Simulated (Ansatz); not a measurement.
# Li (P6_3/mmc) in Ansatz: convergence with cutoff

Aim: find how far cutoff must go before the results for Li settle, at PBE. This setting moves, with any that are tied to it; all else stays.

Everything below comes from runs of Ansatz 0.2.0. Logs are shortened: lines on timing, memory, paths and dates and some standing lists are left out, and cuts for length are marked.

## 1. The crystal as given

The structure is hexagonal, space group P6_3/mmc (No. 194). The conventional cell has a = 3.111 Å, b = 3.111 Å, c = 5.093 Å, α = 90.00°, β = 90.00°, γ = 120.00°. Li (site symmetry -6m2) is surrounded by 12 Li at 3.11 to 3.12 Å.

This isn't the form of Li at room conditions, which is bcc.

## 2. With cutoff 80 eV

File input.yaml:

```yaml
crystal:
  lattice:
    - [3.111, 0.0, 0.0]
    - [-1.5555, 2.6942050312, 0.0]
    - [0.0, 0.0, 5.093]
  atoms:
    - { symbol: Li, position: [0.6666666667, 0.3333333333, 0.75] }
    - { symbol: Li, position: [0.3333333333, 0.6666666667, 0.25] }
kpoints:
  mp_grid: { grid: [10, 10, 5] }
scf:
  occupations: { method: fermi_dirac, width: 0.05 }
hamiltonian:
  xc: pbe
  pseudopotentials: { kind: all_electron, lapw: { basis_error: 0.001 } }
output:
  forces: true
  stress: true
  eigenvalues: true
basis:
  ecutwfc: 80
```

Potentials or basis: all-electron LAPW, scalar-relativistic.

Run with:

```console
$ ansatz run input.yaml --threads 1 --pin off --max-ram 3072MiB --backend cpu --events-out ev --progress --plain --runs-dir out
```

It took 3.7 s on 1 thread of Intel Xeon at 2.50GHz (Skylake/Cascade Lake), shared host; peak memory 0.21 GiB.

What came out:

```yaml
Free_energy: -409.3730 eV
Pressure: -0.7 GPa
Band_gap_on_the_k_mesh: none (metal or under the smearing width)
```

## 3. With cutoff 110 eV

Changes to input.yaml since step 2:

```diff
@@ -20,2 +20,2 @@
 basis:
-  ecutwfc: 80
+  ecutwfc: 110
```

Potentials or basis: all-electron LAPW, scalar-relativistic.

Run with:

```console
$ ansatz run input.yaml --threads 1 --pin off --max-ram 3072MiB --backend cpu --events-out ev --progress --plain --runs-dir out
```

Run time: 4.7 s. Hardware: 1 thread of Intel Xeon at 2.50GHz (Skylake/Cascade Lake), shared host; peak memory 0.22 GiB.

Results:

* Free energy: -409.3732 eV
* Pressure: -0.7 GPa
* Band gap on the k mesh: none (metal or under the smearing width)

## 4. With cutoff 140 eV

Changes to input.yaml since step 3:

```diff
@@ -20,2 +20,2 @@
 basis:
-  ecutwfc: 110
+  ecutwfc: 140
```

Run with:

```console
$ ansatz run input.yaml --threads 1 --pin off --max-ram 3072MiB --backend cpu --events-out ev --progress --plain --runs-dir out
```

It took 5.2 s on 1 thread of Intel Xeon at 2.50GHz (Skylake/Cascade Lake), shared host; peak memory 0.23 GiB.

Results:

| Quantity | Value |
| --- | --- |
| Free energy | -409.3732 eV |
| Pressure | -0.7 GPa |
| Band gap on the k mesh | none (metal or under the smearing width) |

## 5. With cutoff 180 eV

Changes to input.yaml since step 4:

```diff
@@ -20,2 +20,2 @@
 basis:
-  ecutwfc: 140
+  ecutwfc: 180
```

Run with:

```console
$ ansatz run input.yaml --threads 1 --pin off --max-ram 3072MiB --backend cpu --events-out ev --progress --plain --runs-dir out
```

It took 6.9 s on 1 thread of Intel Xeon at 2.50GHz (Skylake/Cascade Lake), shared host; peak memory 0.24 GiB.

Results:

- Free energy: -409.3732 eV
- Pressure: -0.7 GPa
- Band gap on the k mesh: none (metal or under the smearing width)

## 6. With cutoff 230 eV

Changes to input.yaml since step 5:

```diff
@@ -20,2 +20,2 @@
 basis:
-  ecutwfc: 180
+  ecutwfc: 230
```

Potentials or basis: all-electron LAPW, scalar-relativistic.

Run with:

```console
$ ansatz run input.yaml --threads 1 --pin off --max-ram 3072MiB --backend cpu --events-out ev --progress --plain --runs-dir out
```

Wall time 11 s (1 thread of Intel Xeon at 2.50GHz (Skylake/Cascade Lake), shared host); peak memory 0.27 GiB.

Results:

```yaml
Free_energy: -409.3732 eV
Pressure: -0.7 GPa
Band_gap_on_the_k_mesh: none (metal or under the smearing width)
```

## 7. With cutoff 290 eV

Changes to input.yaml since step 6:

```diff
@@ -20,2 +20,2 @@
 basis:
-  ecutwfc: 230
+  ecutwfc: 290
```

Run with:

```console
$ ansatz run input.yaml --threads 1 --pin off --max-ram 3072MiB --backend cpu --events-out ev --progress --plain --runs-dir out
```

Wall time 16 s (1 thread of Intel Xeon at 2.50GHz (Skylake/Cascade Lake), shared host); peak memory 0.29 GiB.

What came out:

| Property | Result |
| --- | --- |
| Free energy | -409.3732 eV |
| Pressure | -0.7 GPa |
| Band gap on the k mesh | none (metal or under the smearing width) |

## 8. With cutoff 360 eV

Changes to input.yaml since step 7:

```diff
@@ -20,2 +20,2 @@
 basis:
-  ecutwfc: 290
+  ecutwfc: 360
```

Run with:

```console
$ ansatz run input.yaml --threads 1 --pin off --max-ram 3072MiB --backend cpu --events-out ev --progress --plain --runs-dir out
```

Run time: 19 s. Hardware: 1 thread of Intel Xeon at 2.50GHz (Skylake/Cascade Lake), shared host; peak memory 0.35 GiB.

What came out:

```yaml
Free_energy: -409.3732 eV
Pressure: -0.7 GPa
Band_gap_on_the_k_mesh: none (metal or under the smearing width)
```

## 9. With cutoff 450 eV

Changes to input.yaml since step 8:

```diff
@@ -20,2 +20,2 @@
 basis:
-  ecutwfc: 360
+  ecutwfc: 450
```

Potentials or basis: all-electron LAPW, scalar-relativistic.

Run with:

```console
$ ansatz run input.yaml --threads 1 --pin off --max-ram 3072MiB --backend cpu --events-out ev --progress --plain --runs-dir out
```

Wall time 26 s (1 thread of Intel Xeon at 2.50GHz (Skylake/Cascade Lake), shared host); peak memory 0.42 GiB.

Results (log left out):

| Item | Value |
| --- | --- |
| Free energy | -409.3732 eV |
| Pressure | -0.7 GPa |
| Band gap on the k mesh | none (metal or under the smearing width) |

## 10. With cutoff 560 eV

Changes to input.yaml since step 9:

```diff
@@ -20,2 +20,2 @@
 basis:
-  ecutwfc: 450
+  ecutwfc: 560
```

Potentials or basis: all-electron LAPW, scalar-relativistic.

Run with:

```console
$ ansatz run input.yaml --threads 1 --pin off --max-ram 3072MiB --backend cpu --events-out ev --progress --plain --runs-dir out
```

The log of the run:

```text
Warning: RAYON_NUM_THREADS=1 ignored (pool sized by the plan → 1); use --threads N
LAPW: plane waves up to 12.124 Å⁻¹, error target 1.0e-3 eV per atom; small_component_spin mean_spin; the cutoff is typed (target and bands ask for 62.0 eV, largest radius times wave number 18.9, largest estimated error of a free atom 1.2e-13 eV); Li in spheres of 1.555 Å, 3 of its electrons in bands, Dirac shells [] (how accurate: hamiltonian.pseudopotentials.lapw.basis_error, Limitations)
Engine: ansatz 0.2.0, x86_64-unknown-linux-gnu
Pseudopotentials: kind: all_electron
Pseudopotential: Li, LAPW, valence charge 3, lapw/all_electron/scalar/gaussian/Li, Koelling and Harmon's equation, gaussian nucleus
Functional definition: PBE
  parameter kappa = 0.804
  parameter beta = 0.06672455060314922
  exchange = pbe_x(kappa = kappa, mu = beta*pi^2/3)
  correlation = pbe_c(beta = beta)
Crystal: 2 atoms, lattice volume = 42.688 Å³
Basis set: ecut = 559.9999999999999 eV, 1291 PW (Γ), exchange–correlation at level 2
Bands: 7, of which v1, the nominal top of the filled ones, is band 3 counted from 1 (2 counted from 0)
Symmetry: 24 space group operations
Space group: P63/mmc (ITA 194), of the structure as read, at distance tolerance 3.5e-5 Å
k-points: 42 of 500
Non-local potential: Li, projectors of the file, none
Initial density: superposition of atomic densities (chi_scale 0.1, normalization cell)
Initial wavefunctions: plane waves of lowest kinetic energy (no species holds an atomic orbital)
Functional: x = pbe(κ = 0.804, μ = 0.2195149727645171), c = pbe(β = 0.06672455060314922)
iter 1 solved again at ethr=2.41e-5 eV; its pass at ethr=1.00e-1 eV (dr2=1.45e-3 eV) is discarded
SCF iter   1: F=—  HF=-409.374782 eV  |F-HF|=—  |Δ(HF+E_count)|=         —  Δρ=1.78e-3  dr2=1.47e-3  ethr=2.41e-5  ⟨swp⟩=4.5  Hψ=2692  notcnv=0
preconditioner: auto → none  [metal: Δε(μ)=0.029 eV  Ē_g=6.178 eV  σ=0.050 eV  W_gap=0.14  n_scr=2 (ndim 8)  ℏωp=8.0 eV  f_vac=0.000  D(μ)=0.88/eV (n_scr^D=2)  sad-step TF]
SCF iter   2: F=—  HF=-409.373398 eV  |F-HF|=—  |Δ(HF+E_count)|=   1.38e-3  Δρ=1.14e-3  dr2=6.70e-4  ethr=2.41e-5  ⟨swp⟩=2.0  Hψ=1016  notcnv=0
iter 3 solved again at ethr=2.89e-7 eV; its pass at ethr=1.12e-5 eV (dr2=1.73e-5 eV) is discarded
SCF iter   3: F=—  HF=-409.373165 eV  |F-HF|=—  |Δ(HF+E_count)|=   2.33e-4  Δρ=1.67e-4  dr2=1.73e-5  ethr=2.89e-7  ⟨swp⟩=2.0  Hψ=1616  notcnv=0
SCF iter   4: F=-409.373172 eV  HF=-409.373171 eV  |F-HF|=2.22e-8  |Δ(HF+E_count)|=   6.27e-6  Δρ=7.00e-6  dr2=2.97e-8  ethr=2.89e-7  ⟨swp⟩=2.0  Hψ=1016  notcnv=0
SCF 1 converged in 4 iterations: F = -409.373172 eV  dr2 = 2.97e-8
SCF converged after 4 iterations
Free energy (F): -409.373172 eV
Harris-Foulkes:  -409.373171 eV  (|F-HF|=2.22e-8)
Internal energy: -409.365583 eV  (E = F + TS)
E sigma→0 (E₀):  -409.369377 eV
Entropy (-TS):   -0.007589 eV (-3.794 meV/atom)
Fermi energy:    0.736541 eV
--- Per-component energies (eV) ---
  E_band       = -184.566278
  E_kinetic    = 405.649292
  E_xc         = -101.299459
  E_electrostatic = -713.715415  (all electrons and nuclei)
  E_smearing   = -0.007589  (= −TS)
  E_closure    = 0.000000  (closes the sum)
  E_atoms      = -405.569258  (free atoms, spherical and without spin; not in F)
  Σ components = -409.373172   (vs F -409.373172, Δ=0.00e0)
  Basis errors (estimates in eV, not in F): energy 4.4e-6 per atom: plane waves 9.3e-10 (8.1e-10 summed), levels above the bands 2.0e-55, relativity 1.3e-9, radial functions 4.4e-6, core shells 0.0e0; eigenvalues (radial functions only) 4.0e-5; not estimated: angular momenta, meshes, grids; target (lapw.basis_error) 1.0e-3; muffin-tin radii Li 1.555 Å
--- Forces (eV/Å), atoms counted from 1 ---
  atom   1  Li    -0.00000000     0.00000000     0.00000000
  atom   2  Li     0.00000000    -0.00000000     0.00000000
  max |Σ_I F_I| component: 0.00e0 eV/Å
--- Stress (GPa, compression-positive) ---
       -0.622786       0.000000       0.000000
        0.000000      -0.622786       0.000000
        0.000000       0.000000      -0.819638
  P = ⅓ Tr σ = -0.6884 GPa (-6.884 kbar)
--- Band table (eV; the first three rows and the last of 42) ---
  k-point 0: bands = ["-45.8498", "-45.8353", "-2.7513", "0.7457", "3.4753", "12.7916", "12.7916"]
  k-point 1: bands = ["-45.8484", "-45.8367", "-2.5762", "-0.0558", "4.6879", "12.8181", "12.9562"]
  k-point 2: bands = ["-45.8448", "-45.8403", "-2.0515", "-1.1870", "7.0361", "9.8538", "13.3977"]
  k-point 41: bands = ["-45.8320", "-45.8315", "2.0722", "2.6505", "3.6423", "4.3595", "6.6934"]
```

It took 35 s on 1 thread of Intel Xeon at 2.50GHz (Skylake/Cascade Lake), shared host; peak memory 0.56 GiB.

Results:

* Free energy: -409.3732 eV
* Pressure: -0.7 GPa
* Band gap on the k mesh: none (metal or under the smearing width)

## 11. Summary

```csv
cutoff,"energy less the tightest run, at zero smearing (meV/atom)",SCF cycles,CPU time (s),peak memory (GiB)
80 eV,0.07,4,2.5,0.21
110 eV,0.01,4,3.4,0.22
140 eV,0.00,4,4.1,0.23
180 eV,0.00,4,5.5,0.24
230 eV,0.00,4,8.6,0.27
290 eV,0.00,4,10,0.29
360 eV,0.00,4,16,0.35
450 eV,0.00,4,23,0.42
560 eV,0.00,4,32,0.56
```

Against the tightest run, the energy stays within 1 meV/atom from 80 eV on. The tightest run that finished is the yardstick and may itself not be fully converged.
